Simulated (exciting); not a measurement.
# InAs (Fm-3m) in exciting: further runs

The runs below take InAs through single point, with LDA, PBEsol.

Program: exciting (release sodium). These are calculated values, not measurements. Logs are shortened: lines on timing, memory, paths and dates and some standing lists are left out, and cuts for length are marked.

## (1) Starting point

The structure is cubic, space group Fm-3m (No. 225). Conventional cell: a = 5.755 Å, b = 5.755 Å, c = 5.755 Å, α = 90.00°, β = 90.00°, γ = 90.00°. Around In (site symmetry m-3m) lie 6 As at 2.88 Å. As (site symmetry m-3m) has 6 In at 2.88 Å as nearest neighbours.

Measurements of this composition are mostly on another form, of space group No. 216.

## (2) Single point, LDA

input.xml reads:

```xml
<input>
  <title>InAs</title>
  <structure speciespath="./" tshift="false">
    <crystal scale="1">
      <basevect>0.000000000000 5.437316537290 5.437316537290</basevect>
      <basevect>5.437316537290 0.000000000000 5.437316537290</basevect>
      <basevect>5.437316537290 5.437316537290 0.000000000000</basevect>
    </crystal>
    <species speciesfile="In.xml" rmt="2.3">
      <atom coord="0.500000000000 0.500000000000 0.500000000000"/>
    </species>
    <species speciesfile="As.xml" rmt="2">
      <atom coord="0.000000000000 0.000000000000 0.000000000000"/>
    </species>
  </structure>
  <groundstate do="fromscratch" ngridk="8 8 8" rgkmax="9" gmaxvr="14" lmaxapw="10" lmaxmat="10" lmaxvr="8" xctype="LDA_PW" stype="Gaussian" swidth="0.00183747" nempty="10" ValenceRelativity="iora*" epsengy="1e-05" epspot="1e-05" maxscl="60" tforce="true" outputlevel="low"/>
</input>
```

Potentials or basis: all-electron LAPW+lo, shipped species files, valence relativity iora*.

Run with:

```console
$ OMP_NUM_THREADS=1 exciting_smp
```

INFO.OUT:

```text
================================================================================
EXCITING SODIUM started
[... 10 lines left out ...]

 Lattice vectors (cartesian) :
      0.0000000000      5.4373165373      5.4373165373
      5.4373165373      0.0000000000      5.4373165373
      5.4373165373      5.4373165373      0.0000000000

 Reciprocal lattice vectors (cartesian) :
     -0.5777836608      0.5777836608      0.5777836608
      0.5777836608     -0.5777836608      0.5777836608
      0.5777836608      0.5777836608     -0.5777836608

 Unit cell volume                           :     321.5021230688
 Brillouin zone volume                      :       0.7715352268

 Species :    1 (In)
     parameters loaded from                 :    In.xml
     name                                   :    indium

     atomic positions (lattice) :
       1 :   0.50000000  0.50000000  0.50000000

 Species :    2 (As)
     parameters loaded from                 :    As.xml
     name                                   :    arsenic

     atomic positions (lattice) :
       1 :   0.00000000  0.00000000  0.00000000

 Total number of atoms per unit cell        :       2

 Spin treatment                             :    spin-unpolarised

 Number of Bravais lattice symmetries       :      48
 Number of crystal symmetries               :      48

 k-point grid                               :       8    8    8
 Total number of k-points                   :      29
 k-point set is reduced with crystal symmetries

 R^MT_min * |G+k|_max (rgkmax)              :       9.00000000

 G-vector grid sizes                        :      36    36    36
 Total number of G-vectors                  :   15009

 Total nuclear charge                       :     -82.00000000
 Total electronic charge                    :      82.00000000

 Number of empty states                     :      10
 Total number of valence states             :      28

 Exchange-correlation type                  :       3
     Perdew-Wang, Phys. Rev. B 45, 13244 (1992)

 Smearing scheme                            :    Gaussian
 Smearing width                             :       0.00183747

++++++++++++++++++++++++++++++++++++++++++++++++++++++++++++++++++++++++++++++++
+ Ending initialization                                                        +
++++++++++++++++++++++++++++++++++++++++++++++++++++++++++++++++++++++++++++++++

********************************************************************************
* Groundstate module started                                                   *
********************************************************************************
 Output level for this task is set to low

++++++++++++++++++++++++++++++++++++++++++++++++++++++++++++++++++++++++++++++++
[... 5 lines left out ...]
+ SCF iteration number :    1                                                  +
++++++++++++++++++++++++++++++++++++++++++++++++++++++++++++++++++++++++++++++++
 Total energy                               :     -8131.84336474
 _______________________________________________________________
 Fermi energy                               :         0.21151557
 DOS at Fermi energy (states/Ha/cell)       :        40.19100622
 Electron charge: Core leakage              :         0.00238231

++++++++++++++++++++++++++++++++++++++++++++++++++++++++++++++++++++++++++++++++
+ SCF iteration number :    2                                                  +
++++++++++++++++++++++++++++++++++++++++++++++++++++++++++++++++++++++++++++++++
 Total energy                               :     -8134.47230463
 _______________________________________________________________
 Fermi energy                               :         0.21499817
 DOS at Fermi energy (states/Ha/cell)       :        40.76904442
 Electron charge: Core leakage              :         0.00237455

 RMS change in effective potential (target) :  0.161431E-01  ( 0.100000E-04)
 Absolute change in total energy   (target) :   2.62894      ( 0.100000E-04)
 Charge distance                   (target) :  0.395789E-02  ( 0.100000E-04)
 Abs. change in max-nonIBS-force   (target) :   0.00000      ( 0.500000E-04)

++++++++++++++++++++++++++++++++++++++++++++++++++++++++++++++++++++++++++++++++
+ SCF iteration number :    3                                                  +
++++++++++++++++++++++++++++++++++++++++++++++++++++++++++++++++++++++++++++++++
 Total energy                               :     -8135.48020365
 _______________________________________________________________
 Fermi energy                               :         0.21630122
 DOS at Fermi energy (states/Ha/cell)       :        17.03525589
 Electron charge: Core leakage              :         0.00236645

 RMS change in effective potential (target) :  0.892480E-02  ( 0.100000E-04)
 Absolute change in total energy   (target) :   1.00790      ( 0.100000E-04)
 Charge distance                   (target) :  0.101103E-02  ( 0.100000E-04)
 Abs. change in max-nonIBS-force   (target) :   0.00000      ( 0.500000E-04)

++++++++++++++++++++++++++++++++++++++++++++++++++++++++++++++++++++++++++++++++
+ SCF iteration number :    4                                                  +
++++++++++++++++++++++++++++++++++++++++++++++++++++++++++++++++++++++++++++++++
 Total energy                               :     -8135.40655050
 _______________________________________________________________
 Fermi energy                               :         0.21790957
 DOS at Fermi energy (states/Ha/cell)       :        15.74496087
 Electron charge: Core leakage              :         0.00236230
[... 155 lines left out ...]
 RMS change in effective potential (target) :  0.114082E-07  ( 0.100000E-04)
 Absolute change in total energy   (target) :  0.248172E-04  ( 0.100000E-04)
 Charge distance                   (target) :  0.118349E-07  ( 0.100000E-04)
 Abs. change in max-nonIBS-force   (target) :   0.00000      ( 0.500000E-04)

++++++++++++++++++++++++++++++++++++++++++++++++++++++++++++++++++++++++++++++++
+ SCF iteration number :   16                                                  +
++++++++++++++++++++++++++++++++++++++++++++++++++++++++++++++++++++++++++++++++
 Total energy                               :     -8136.16767424
 _______________________________________________________________
 Fermi energy                               :         0.21722658
 DOS at Fermi energy (states/Ha/cell)       :        15.92775223
 Electron charge: Core leakage              :         0.00235589

 RMS change in effective potential (target) :  0.663399E-08  ( 0.100000E-04)
 Absolute change in total energy   (target) :  0.964937E-07  ( 0.100000E-04)
 Charge distance                   (target) :  0.164456E-08  ( 0.100000E-04)
 Abs. change in max-nonIBS-force   (target) :   0.00000      ( 0.500000E-04)

++++++++++++++++++++++++++++++++++++++++++++++++++++++++++++++++++++++++++++++++
+ SCF iteration number :   17                                                  +
++++++++++++++++++++++++++++++++++++++++++++++++++++++++++++++++++++++++++++++++
 Total energy                               :     -8136.16767490
 _______________________________________________________________
 Fermi energy                               :         0.21722657
 DOS at Fermi energy (states/Ha/cell)       :        15.92773852
 Electron charge: Core leakage              :         0.00235589

 RMS change in effective potential (target) :  0.809080E-09  ( 0.100000E-04)
 Absolute change in total energy   (target) :  0.666017E-06  ( 0.100000E-04)
 Charge distance                   (target) :  0.786028E-09  ( 0.100000E-04)
 Abs. change in max-nonIBS-force   (target) :   0.00000      ( 0.500000E-04)

++++++++++++++++++++++++++++++++++++++++++++++++++++++++++++++++++++++++++++++++
| Convergency criteria checked for the last 2 iterations                       +
| Convergence targets achieved. Performing final SCF iteration                 +
++++++++++++++++++++++++++++++++++++++++++++++++++++++++++++++++++++++++++++++++
 Total energy                               :     -8136.16767477
 _______________________________________________________________
 Fermi energy                               :         0.21722657
 DOS at Fermi energy (states/Ha/cell)       :        15.92774116
 Electron charge: Core leakage              :         0.00235589

++++++++++++++++++++++++++++++++++++++++++++++++++++++++++++++++++++++++++++++++
+ Self-consistent loop stopped                                                 +
++++++++++++++++++++++++++++++++++++++++++++++++++++++++++++++++++++++++++++++++
 STATE.OUT is written

--------------------------------------------------------------------------------
- Writing atomic positions and forces                                          -
--------------------------------------------------------------------------------

 Atomic positions (lattice) :
 atom     1  In  :     0.50000000    0.50000000    0.50000000
 atom     2  As  :     0.00000000    0.00000000    0.00000000

 Total atomic forces including IBS (cartesian) :
 atom     1  In  :    -0.00000000   -0.00000000   -0.00000000
 atom     2  As  :     0.00000000    0.00000000    0.00000000

 Atomic force components including IBS (cartesian) :
 atom     1  In  :     0.00000000    0.00000000    0.00000000   HF force
                 :     0.00000000   -0.00000000   -0.00000000   core correction
                 :     0.00000000    0.00000000    0.00000000   IBS correction
 atom     2  As  :    -0.00000000   -0.00000000    0.00000000   HF force
                 :    -0.00000000    0.00000000    0.00000000   core correction
                 :    -0.00000000   -0.00000000   -0.00000000   IBS correction

********************************************************************************
* Groundstate module stopped                                                   *
********************************************************************************

--------------------------------------------------------------------------------
- CAUTION! Warnings have been written in file WARNING.OUT !                    -
--------------------------------------------------------------------------------
================================================================================
| EXCITING SODIUM stopped                                                      =
================================================================================
```

It took 3.4 min on 1 thread of Arm Neoverse V1, shared host; peak memory 0.14 GiB.

What came out:

* Free energy: -221396.4019 eV
* Band gap on the k mesh: none (metal or under the smearing width)

## (3) Single point, PBEsol

input.xml, as its differences from that of step 2:

```diff
@@ -15,3 +15,3 @@
   </structure>
-  <groundstate do="fromscratch" ngridk="8 8 8" rgkmax="9" gmaxvr="14" lmaxapw="10" lmaxmat="10" lmaxvr="8" xctype="LDA_PW" stype="Gaussian" swidth="0.00183747" nempty="10" ValenceRelativity="iora*" epsengy="1e-05" epspot="1e-05" maxscl="60" tforce="true" outputlevel="low"/>
+  <groundstate do="fromscratch" ngridk="8 8 8" rgkmax="9" gmaxvr="14" lmaxapw="10" lmaxmat="10" lmaxvr="8" xctype="GGA_PBE_SOL" stype="Gaussian" swidth="0.00183747" nempty="10" ValenceRelativity="iora*" epsengy="1e-05" epspot="1e-05" maxscl="60" tforce="true" outputlevel="normal"/>
 </input>
```

Potentials or basis: all-electron LAPW+lo, shipped species files, valence relativity iora*.

Run with:

```console
$ OMP_NUM_THREADS=1 exciting_smp
```

Run time: 3 min. Hardware: 1 thread of Arm Neoverse V1, shared host; peak memory 0.14 GiB.

The run converged. Its results:

| Property | Result |
| --- | --- |
| Free energy | -221503.8312 eV |
| Band gap on the k mesh | none (metal or under the smearing width) |
| All electrons inside the program's atomic spheres | In 46.63; As 30.29 (radii In 2.3, As 2.0 bohr) |

Levels at points of the mesh, in eV from the Fermi level:
```
           k point  band 15  band 16  band 17  band 18  band 19  band 20
(0.00, 0.00, 0.00)    -0.72    -0.20    -0.20    -0.20     7.17     7.17
(0.50, 0.00, 0.00)    -6.52     0.18     0.18     2.06     3.26     3.26
(0.50, 0.50, 0.00)    -4.72    -2.96    -2.23    -2.23     3.83     9.15
```

## (4) Single point, LDA

input.xml, as its differences from that of step 3:

```diff
@@ -15,3 +15,3 @@
   </structure>
-  <groundstate do="fromscratch" ngridk="8 8 8" rgkmax="9" gmaxvr="14" lmaxapw="10" lmaxmat="10" lmaxvr="8" xctype="GGA_PBE_SOL" stype="Gaussian" swidth="0.00183747" nempty="10" ValenceRelativity="iora*" epsengy="1e-05" epspot="1e-05" maxscl="60" tforce="true" outputlevel="normal"/>
+  <groundstate do="fromscratch" ngridk="8 8 8" rgkmax="9" gmaxvr="14" lmaxapw="10" lmaxmat="10" lmaxvr="8" xctype="LDA_PW" stype="Gaussian" swidth="0.00073499" nempty="10" ValenceRelativity="iora*" epsengy="1e-05" epspot="1e-05" maxscl="60" tforce="true" outputlevel="normal"/>
 </input>
```

Run with:

```console
$ OMP_NUM_THREADS=1 exciting_smp
```

Run time: 3.2 min. Hardware: 1 thread of Arm Neoverse V1, shared host; peak memory 0.14 GiB.

It converged, with:

```
Free energy                                       : -221396.4016 eV
Band gap on the k mesh                            : none (metal or under the smearing width)
All electrons inside the program's atomic spheres : In 46.65; As 30.30 (radii In 2.3, As 2.0 bohr)
```

Levels at points of the mesh, in eV from the Fermi level:
```tsv
k point	band 13	band 14	band 15	band 16	band 17	band 18	band 19	band 20	band 21	band 22
(0.00, 0.00, 0.00)	-14.21	-12.18	-0.92	-0.25	-0.25	-0.25	7.23	7.23	7.23	7.34
(0.50, 0.00, 0.00)	-14.16	-10.53	-6.59	0.16	0.16	2.02	3.20	3.20	4.24	10.54
(0.50, 0.50, 0.00)	-14.13	-9.66	-4.72	-3.11	-2.26	-2.26	3.90	9.01	9.01	9.83
```

## (5) The runs side by side

| level | smearing | outputlevel | gap on the mesh (eV) |
| --- | --- | --- | --- |
| LDA | gaussian 0.05 eV | low | none |
| PBEsol | gaussian 0.05 eV | normal | none |
| LDA | gaussian 0.02 eV | normal | none |

Alike in all rows: task single point; potentials or basis all-electron LAPW+lo, shipped species files, valence relativity iora*; no spin polarisation; cell as given; k mesh 8 × 8 × 8; rgkmax 9.

Every run on the cell as given and a fine mesh finds a metal.

Compare energies only between runs with the same functional and basis.
